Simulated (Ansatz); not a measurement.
**Rb: computed DOS**

```
Rb
1.0
     0.00000    3.57578    3.57578
     3.57578    0.00000    3.57578
     3.57578    3.57578    0.00000
Rb
1
Direct
  0.00000 0.00000 0.00000
```

The structure comes from a relaxation in the same program, started in the fcc type, and has space group Fm-3m. Whether it is a known phase or the ground state wasn't checked.

Computed with DFT, PBE, all-electron LAPW, scalar-relativistic in Ansatz 0.2.0.

Settings: a Γ-centred 11×11×11 k mesh, Fermi–Dirac smearing of 0.03 eV, basis error target 0.5 meV/atom, no spin polarisation.

States per eV and cell, averaged over 0.6 eV, from -13.0 to 1.8 eV, with energies (bin centres) from the Fermi level; empty bins are left out. 

```
E (eV)  total
 -12.8  10.00
  -2.0   0.07
  -1.4   0.36
  -0.8   0.58
  -0.2   0.85
   0.4   1.08
   1.0   1.28
   1.6   2.35
```
